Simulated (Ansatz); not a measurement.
# ZnS (Wurtzite-2H) (P6_3mc) in Ansatz: band structure with PBE0

Aim: the band structure of ZnS (Wurtzite-2H) with PBE0.

All numbers are computed with Ansatz 0.2.0; they aren't measurements. Logs are shortened: lines on timing, memory, paths and dates and some standing lists are left out, and cuts for length are marked.

**Measured values to compare with.**

A printed reference work, monograph reports, for a bulk crystal of ZnS at 4 K: band gap 3.911 eV (direct).

The runs below are set against these values where they give the same quantity.

### Step 1. The crystal as given

It takes space group P6_3mc (No. 186, hexagonal). Conventional cell: a = 3.811 Å, b = 3.811 Å, c = 6.234 Å, α = 90.00°, β = 90.00°, γ = 120.00°. Zn (site symmetry 3m) is surrounded by 4 S at 2.31 to 2.40 Å. S (site symmetry 3m) has 4 Zn at 2.31 to 2.40 Å as nearest neighbours.

### Step 2. Band structure, PBE0

Input file input:

```
crystal:
  lattice:
    - [3.811, 0.0, 0.0]
    - [-1.9055, 3.3004228138, 0.0]
    - [0.0, 0.0, 6.234]
  atoms:
    - { symbol: Zn, position: [0.6666666667, 0.3333333333, 0.5] }
    - { symbol: Zn, position: [0.3333333333, 0.6666666667, 0.0] }
    - { symbol: S, position: [0.6666666667, 0.3333333333, 0.885] }
    - { symbol: S, position: [0.3333333333, 0.6666666667, 0.385] }
hamiltonian:
  xc: pbe0
  pseudopotentials: { kind: paw }
kpoints:
  mp_grid: { grid: [6, 6, 4] }
  band_path:
    path:
      - [[0.0, 0.0, 0.0], [0.5, 0.0, 0.0], [0.3333333333, 0.3333333333, 0.0], [0.0, 0.0, 0.0], [0.0, 0.0, 0.5], [0.5, 0.0, 0.5], [0.3333333333, 0.3333333333, 0.5], [0.0, 0.0, 0.5]]
      - [[0.5, 0.0, 0.5], [0.5, 0.0, 0.0]]
      - [[0.3333333333, 0.3333333333, 0.0], [0.3333333333, 0.3333333333, 0.5]]
    npoints: 4
scf:
  occupations: { method: fermi_dirac, width: 0.05 }
  n_extra_bands: 10
output:
  forces: true
  stress: true
  eigenvalues: true
  fatbands: false
```

Potentials or basis: Ansatz PAW.

What it wrote:

```text
Warning: output.stress: scf.convergence.dr2_threshold = 1e-7 eV (the SCF's general default) is looser than the 4e-10 eV advised for a printed stress (1e-10 eV for each atom of the cell: 4). What an SCF threshold leaves in a stress goes as its square root, and in the free energy as the threshold itself, and one threshold admits the most on a small cell: of the crystals measured, under no hybrid functional and no lock of the moments, on runs that ended without the residual-converged pass, on stresses that held no estimate of that error, the worst erred by over 100 MPa in a component at 1e-7 eV an atom and by under 5 at 1e-10. Set scf.convergence.dr2_threshold to 4e-10 eV or tighter. The threshold is an SCF's pass mark: one that does not reach it within its budget of iterations ends unconverged, or closes short of it on a stop that the run arms, and scf.convergence.dr2_threshold's page says what that costs each kind of run
Warning: output.stress: scf.exx.energy_threshold = 1e-6 eV is looser than the 4e-8 eV advised for a stress under a hybrid functional (1e-8 eV for each atom of the cell: 4). Every SCF of the exchange loop can meet its threshold on dr2 while the loop round them stops early: no threshold on dr2 bounds what that leaves in the stress. Set scf.exx.energy_threshold to 4e-8 eV or tighter. The threshold is the loop's pass mark: a loop that does not reach it within its budget of cycles ends unconverged, and scf.exx.energy_threshold's page has the law
scf.n_extra_bands = 10 over 18 filled bands (N_el = 36.0): the run solves 28 bands
GPUs: using 1 of 1 available (devices: 1).
Engine: ansatz 0.2.0, x86_64-unknown-linux-gnu
Pseudopotentials: kind: paw
Pseudopotential: Zn, paw, valence charge 12, recommended cutoff 420 eV (normal), Zn.paw.azcp
Pseudopotential: S, paw, valence charge 6, recommended cutoff 420 eV (normal), S.paw.azcp
Functional definition: PBE0
  parameter a = 0.25
  parameter kappa = 0.804
  parameter beta = 0.06672455060314922
  exchange = (1 - a)*pbe_x(kappa = kappa, mu = beta*pi^2/3) + a*exact_x
  correlation = pbe_c(beta = beta)
device memory: the entry about to start is reckoned to put 0.8 GiB on a device that reports 37.2 GiB free (of which the cap on the GPU budget leaves the run 18.0 GiB)
GPU FFT provider: cuFFT
GPU libraries: cuBLAS 13.8.2, cuFFT 12.4.0, cuSOLVER 12.3.4
Crystal: 4 atoms, lattice volume = 78.411 Å³
Basis set: ecut = 420 eV, 1521 PW (Γ), exchange–correlation on 54×54×90 points (8 copies of the dense FFT grid, shifted against one another)
Bands: 28, of which v1, the nominal top of the filled ones, is band 18 counted from 1 (17 counted from 0)
Symmetry: 12 space group operations
Space group: P63mc (ITA 186), of the structure as read, at distance tolerance 4.3e-5 Å
k-points: 21 of 144 (time reversal used)
Non-local potential: Zn, projectors of the file, l = 0: 2, l = 1: 2, l = 2: 3, l = 3: 1
Non-local potential: S, projectors of the file, l = 0: 2, l = 1: 2, l = 2: 2
PAW form: soft (Blöchl's): semilocal exchange-correlation on the pseudo side does not see the compensation charge
PAW frozen core: Zn, regenerated for the run's functional, and the local potential with it (the file was generated under x = pbe(κ = 0.804, μ = 0.2195149727645171), c = pbe(β = 0.06672455060314922))
PAW frozen core: S, regenerated for the run's functional, and the local potential with it (the file was generated under x = pbe(κ = 0.804, μ = 0.2195149727645171), c = pbe(β = 0.06672455060314922))
PAW one-centre angular grid: Zn, 590 points (default); XC on 64 Gauss nodes
PAW one-centre angular grid: S, 110 points (default); XC on 64 Gauss nodes
Initial density: superposition of atomic densities (neutral atoms: chi_scale 0, normalization atom), corrected by the library's trained network
Initial wavefunctions: pseudopotential atomic-orbital guess
GPU buffer pool allocated for 32805 grid points (all kernels)
GPU transforms: local potential and band sums: pruned to the plane-wave sphere, on 25×25×45
Functional: x = pbe(κ = 0.804, μ = 0.2195149727645171), c = pbe(β = 0.06672455060314922), warm-up for x = 0.75 pbe(κ = 0.804, μ = 0.2195149727645171) + 0.25 exact, c = pbe(β = 0.06672455060314922)
SCF iter   1: F=—  HF=-8445.418399 eV  |F-HF|=—  |Δ(HF+E_count)|=         —  Δρ=1.51e-3  dr2=1.72e-3  ethr=1.77e-3  ⟨swp⟩=11.9  Hψ=3191  notcnv=0
preconditioner: auto → none  [insulator: Δε(μ)=2.246 eV  Ē_g=13.115 eV  σ=0.050 eV  W_gap=1.00  n_scr=22 (ndim 8)  ℏωp=25.2 eV  f_vac=0.040  D(μ)=0.00/eV (n_scr^D=0)]
SCF iter   2: F=—  HF=-8445.417944 eV  |F-HF|=—  |Δ(HF+E_count)|=   4.56e-4  Δρ=1.29e-3  dr2=8.24e-4  ethr=4.79e-6  ⟨swp⟩=5.2  Hψ=2082  notcnv=0  defer=4
iter 3 solved again at ethr=3.33e-8 eV; its pass at ethr=2.29e-6 eV (dr2=1.20e-5 eV) is discarded
SCF iter   3: F=-8445.417701 eV  HF=-8445.417620 eV  |F-HF|=8.12e-5  |Δ(HF+E_count)|=   3.23e-4  Δρ=1.94e-4  dr2=1.29e-5  ethr=3.33e-8  ⟨swp⟩=3.1  Hψ=2403  notcnv=0
SCF 1 stopped early in 3 iterations: F = -8445.417701 eV  dr2 = 1.29e-5
device memory: the entry about to start is reckoned to put 1.4 GiB (of the 1.5 GiB reckoned in all, the device holds 0.1 GiB already) on a device that reports 35.0 GiB free (of which the cap on the GPU budget leaves the run 17.9 GiB)
GPU FFT provider: cuFFT
GPU libraries: cuBLAS 13.8.2, cuFFT 12.4.0, cuSOLVER 12.3.4
Initial density: handed on by an earlier stage of this run
Initial wavefunctions: those handed on with the density
GPU buffer pool allocated for 32805 grid points (all kernels)
GPU transforms: local potential and band sums: pruned to the plane-wave sphere, on 25×25×45
Functional: x = 0.75 pbe(κ = 0.804, μ = 0.2195149727645171) + 0.25 exact, c = pbe(β = 0.06672455060314922)
Exchange kernel: α = 0.2500, full range, Wigner–Seitz truncation, v(0) = 17288.0667 eV·Å³, q-mesh 6×6×4, nearest image of the exchange supercell L = 22.87 Å, pair-density grid 18×18×30, without the augmentation charges, whose exchange is taken in its separable form by FFT convolution over the k-point mesh (sized by the pseudopotential files, 24×24×45 at the most), smooth part of the exact exchange by density-matrix convolution in up to 3.96 GiB of GPU memory as planned if the GPU has room (build and FFT work areas not counted)
Frozen-core exchange: fock
SCF iter   1: F=—  HF=-8447.340557 eV  |F-HF|=—  |Δ(HF+E_count)|=         —  Δρ=2.05e-2  dr2=1.71e-1  ethr=3.60e-7  ⟨swp⟩=8.3  Hψ=3359  notcnv=0
preconditioner: auto → none  [insulator: Δε(μ)=4.058 eV  Ē_g=16.539 eV  σ=0.050 eV  W_gap=1.00  n_scr=22 (ndim 8)  ℏωp=25.2 eV  f_vac=0.039  D(μ)=0.00/eV (n_scr^D=0)]
SCF iter   2: F=—  HF=-8447.293353 eV  |F-HF|=—  |Δ(HF+E_count)|=   4.72e-2  Δρ=2.92e-3  dr2=1.18e-2  ethr=3.60e-7  ⟨swp⟩=5.2  Hψ=2678  notcnv=0
SCF iter   3: F=—  HF=-8447.306367 eV  |F-HF|=—  |Δ(HF+E_count)|=   1.30e-2  Δρ=4.66e-3  dr2=9.01e-3  ethr=3.60e-7  ⟨swp⟩=5.0  Hψ=2343  notcnv=0
SCF iter   4: F=—  HF=-8447.305478 eV  |F-HF|=—  |Δ(HF+E_count)|=   8.90e-4  Δρ=1.93e-3  dr2=1.42e-3  ethr=3.60e-7  ⟨swp⟩=4.0  Hψ=1554  notcnv=0
SCF iter   5: F=—  HF=-8447.307695 eV  |F-HF|=—  |Δ(HF+E_count)|=   2.22e-3  Δρ=1.11e-3  dr2=4.89e-4  ethr=3.60e-7  ⟨swp⟩=4.0  Hψ=1560  notcnv=0
SCF iter   6: F=-8447.307459 eV  HF=-8447.307460 eV  |F-HF|=4.14e-7  |Δ(HF+E_count)|=   2.35e-4  Δρ=3.70e-5  dr2=3.86e-6  ethr=3.60e-7  ⟨swp⟩=4.0  Hψ=1522  notcnv=0
SCF 2 stopped early in 6 iterations: F = -8447.307459 eV  dr2 = 3.86e-6
  Residual-converged pass: ⟨swp⟩=3.9  Hψ=1401  notcnv=0  max |occ|·‖R‖ = 6.5e-6 eV (tolerance 6.7e-6 eV)  dr2=3.86e-6  dr2_onsite=1.35e-7  max |Δocc| = 0.0e0
hybrid outer 1: dexx = +2.720e-2 eV, tail = 8.04e-5 eV
GPU FFT provider: cuFFT
GPU libraries: cuBLAS 13.8.2, cuFFT 12.4.0, cuSOLVER 12.3.4
GPU buffer pool allocated for 32805 grid points (all kernels)
GPU transforms: local potential and band sums: pruned to the plane-wave sphere, on 25×25×45
Exchange kernel: α = 0.2500, full range, Wigner–Seitz truncation, v(0) = 17288.0667 eV·Å³, q-mesh 6×6×4, nearest image of the exchange supercell L = 22.87 Å, pair-density grid 18×18×30, without the augmentation charges, whose exchange is taken in its separable form by FFT convolution over the k-point mesh (sized by the pseudopotential files, 24×24×45 at the most), smooth part of the exact exchange by density-matrix convolution in up to 3.96 GiB of GPU memory as planned if the GPU has room (build and FFT work areas not counted)
Frozen-core exchange: fock
SCF iter   1: F=—  HF=-8447.306414 eV  |F-HF|=—  |Δ(HF+E_count)|=         —  Δρ=8.05e-5  dr2=4.18e-6  ethr=1.12e-6  ⟨swp⟩=4.1  Hψ=1420  notcnv=0
preconditioner: auto → none  [insulator: Δε(μ)=4.128 eV  Ē_g=16.270 eV  σ=0.050 eV  W_gap=1.00  n_scr=22 (ndim 8)  ℏωp=25.2 eV  f_vac=0.041  D(μ)=0.00/eV (n_scr^D=0)]
SCF iter   2: F=—  HF=-8447.306417 eV  |F-HF|=—  |Δ(HF+E_count)|=   2.95e-6  Δρ=2.28e-5  dr2=2.66e-7  ethr=8.31e-9  ⟨swp⟩=3.7  Hψ=1387  notcnv=0
SCF iter   3: F=—  HF=-8447.306418 eV  |F-HF|=—  |Δ(HF+E_count)|=   1.70e-7  Δρ=9.78e-6  dr2=2.75e-8  ethr=7.21e-10  ⟨swp⟩=3.8  Hψ=1388  notcnv=0
SCF iter   4: F=—  HF=-8447.306418 eV  |F-HF|=—  |Δ(HF+E_count)|=   1.39e-8  Δρ=2.11e-6  dr2=2.53e-9  ethr=7.20e-11  ⟨swp⟩=4.4  Hψ=1480  notcnv=0  defer=1
SCF iter   5: F=-8447.306418 eV  HF=-8447.306418 eV  |F-HF|=8.09e-10  |Δ(HF+E_count)|=   5.40e-9  Δρ=9.96e-7  dr2=5.66e-10  ethr=5.69e-12  ⟨swp⟩=4.2  Hψ=1605  notcnv=0
SCF 3 converged in 5 iterations: F = -8447.306418 eV  dr2 = 5.66e-10
  Residual-converged pass: ⟨swp⟩=2.5  Hψ=981  notcnv=0  max |occ|·‖R‖ = 6.3e-7 eV (tolerance 6.3e-7 eV)  dr2=5.68e-10  dr2_onsite=4.64e-10  max |Δocc| = 0.0e0
hybrid outer 2: dexx = +1.587e-6 eV, tail = 3.27e-8 eV, Δε = 4.19e-3 eV (about 1.08e-4 eV left of the loop's levels), ΔF = 5.99e-4 eV/Å (tail 2.11e-4)
device memory: the entry about to start is reckoned to put 0.6 GiB on a device that reports 46.7 GiB free (of which the cap on the GPU budget leaves the run 18.0 GiB)
NSCF: frozen V_eff on 39 k-points, pencils in batches of 32, up to order 124
hybrid SCF converged: 2 outer / 11 inner (+3 warm-up), last move |dexx| = 1.59e-6 eV, tail = 3.27e-8 eV
Stability not checked: this state was not tested for a lower state beside it, because the functional holds exact exchange (a hybrid, or Hartree-Fock), whose exchange loop this test does not read (fock_operator; see scf.lower_state_search)
Free energy (F): -8447.306415 eV
Frozen-core exchange: fock
Harris-Foulkes:  -8447.306415 eV  (|F-HF|=8.09e-10)
Internal energy: -8447.306415 eV  (E = F + TS)
E sigma→0 (E₀):  -8447.306415 eV
Fermi energy:    6.865111 eV
--- Per-component energies (eV) ---
  E_band       = -67.202689
  E_kinetic    = 476.271222
  E_local      = -4101.102689  (includes V_loc(G=0)·N_el)
  E_nonlocal   = 1294.662574
  E_hartree    = 1725.224121
  E_xc         = -359.787277
  E_vxc        = -215.445289  (∫ρ·V_xc dr)
  E_exx        = -121.369111  (= α·E_x^exact, valence–valence)
  E_paw        = -4854.026740  (= ΣΔE_a)
  E_vpaw       = -729.299496  (= ΣTr[D̂ρ^β])
  E_aug_tail   = -0.000750  (compensation charges beyond the density's cutoff)
  E_ewald      = -2508.163419
  E_core_change = 0.985654  (= ΣΔE_core)
  E_smearing   = -0.000000  (= −TS)
  E_closure    = -0.000000  (closes the sum)
  Σ components = -8447.306415   (vs F -8447.306415, Δ=1.82e-12)
--- Forces (eV/Å), atoms counted from 1 ---
  atom   1  Zn    -0.00000000     0.00000000     0.32730363
  atom   2  Zn     0.00000000    -0.00000000     0.32730363
  atom   3  S     -0.00000000     0.00000000    -0.32733820
  atom   4  S     -0.00000000    -0.00000000    -0.32733820
  max |Σ_I F_I| component: 6.91e-5 eV/Å
--- Stress (GPa, compression-positive) ---
        2.184370       0.000000       0.000000
        0.000000       2.184370       0.000000
        0.000000       0.000000      -0.042556
  P = ⅓ Tr σ = 1.4421 GPa (14.421 kbar)
--- Band table (eV; the first three rows and the last of 21) ---
  k-point 0: bands = ["-9.6774", "-8.6902", "-3.2171", "-3.2171", "-3.1643", "-3.1541", "-3.1541", "-2.7983", "-2.7983", "-2.7292", "-2.7292", "-2.5168", "-0.7947", "3.8332", "3.8332", "4.7481", "4.7481", "4.7814", "8.9095", "9.7047", "13.0712", "13.0712", "13.3997", "14.4739", "14.4739", "16.2086", "16.8779", "16.8779"]
  k-point 1: bands = ["-9.5503", "-8.8552", "-3.2108", "-3.2108", "-3.1664", "-3.1664", "-3.1518", "-2.8023", "-2.7858", "-2.7858", "-2.7370", "-2.7370", "0.0391", "3.6504", "3.9575", "3.9575", "4.6030", "4.6030", "9.8022", "9.8826", "13.0271", "13.1542", "13.1542", "14.1061", "14.1061", "15.2831", "17.4957", "17.4957"]
  k-point 2: bands = ["-9.2215", "-9.2215", "-3.1915", "-3.1915", "-3.1915", "-3.1915", "-3.0664", "-3.0664", "-2.7591", "-2.7591", "-2.7591", "-2.7591", "1.7405", "1.7405", "4.2701", "4.2701", "4.2701", "4.2701", "10.2571", "10.2571", "13.5073", "13.5073", "13.5073", "13.5073", "13.6183", "13.6183", "18.9451", "18.9451"]
  k-point 20: bands = ["-8.4033", "-8.4033", "-3.0263", "-3.0263", "-3.0253", "-3.0253", "-2.8312", "-2.8312", "-2.8048", "-2.8048", "-2.3798", "-2.3798", "-0.4092", "-0.4092", "1.3739", "1.3739", "3.4337", "3.4337", "11.2585", "11.2585", "13.0871", "13.0871", "14.3011", "14.3011", "16.5043", "16.5043", "17.3488", "17.3488"]
```

It took 94 s on 1 × NVIDIA H100 80GB HBM3 with 2 threads of AMD EPYC 7R13 (Zen 3), shared host; peak memory 2.7 GiB.

Results:

* Free energy: -8447.3064 eV
* Pressure: 1.4 GPa
* Largest force: 0.327 eV/Å
* Band gap on the k mesh: 4.13 eV, direct
* Band gap along the path: 4.13 eV, direct

Forces on the atoms (eV/Å):
```
Zn   0.000  0.000  0.327
Zn   0.000  0.000  0.327
S    0.000  0.000 -0.327
S    0.000  0.000 -0.327
```

Levels at the corners of the path, in eV from the valence-band top:
| point | band 14 | band 15 | band 16 | band 17 | band 18 | band 19 | band 20 | band 21 | band 22 | band 23 |
| --- | --- | --- | --- | --- | --- | --- | --- | --- | --- | --- |
| Γ | -0.95 | -0.95 | -0.03 | -0.03 | 0.00 | 4.13 | 4.92 | 8.29 | 8.29 | 8.62 |
| M | -4.58 | -3.42 | -2.43 | -1.70 | -1.07 | 5.43 | 6.26 | 6.95 | 9.10 | 9.60 |
| K | -4.69 | -4.20 | -2.43 | -2.42 | -2.42 | 6.16 | 8.14 | 8.14 | 9.76 | 9.92 |
| Γ | -0.95 | -0.95 | -0.03 | -0.03 | 0.00 | 4.13 | 4.92 | 8.29 | 8.29 | 8.62 |
| A | -3.04 | -0.51 | -0.51 | -0.51 | -0.51 | 5.48 | 5.48 | 8.73 | 8.73 | 8.73 |
| L | -5.41 | -1.80 | -1.80 | -1.65 | -1.65 | 5.44 | 5.44 | 7.04 | 7.04 | 11.10 |
| H | -5.19 | -3.41 | -3.41 | -1.35 | -1.35 | 6.48 | 6.48 | 8.31 | 8.31 | 9.52 |
| A | -3.04 | -0.51 | -0.51 | -0.51 | -0.51 | 5.48 | 5.48 | 8.73 | 8.73 | 8.73 |
| L | -5.41 | -1.80 | -1.80 | -1.65 | -1.65 | 5.44 | 5.44 | 7.04 | 7.04 | 11.10 |
| M | -4.58 | -3.42 | -2.43 | -1.70 | -1.07 | 5.43 | 6.26 | 6.95 | 9.10 | 9.60 |
| K | -4.69 | -4.20 | -2.43 | -2.42 | -2.42 | 6.16 | 8.14 | 8.14 | 9.76 | 9.92 |
| H | -5.19 | -3.41 | -3.41 | -1.35 | -1.35 | 6.48 | 6.48 | 8.31 | 8.31 | 9.52 |

Caveat: the PAW data sets come from PBE, with cores solved anew for the run's functional, which leaves a small shift of forces and pressure; the thresholds are loose for stress.

### Step 3. How close it comes

Step 2. Measured gap of ZnS: 3.911 eV (direct; 4 K; a printed reference work, monograph). This calculation gives 4.13 eV (+0.22 eV). The value is that of PBE0, without temperature or zero-point motion.
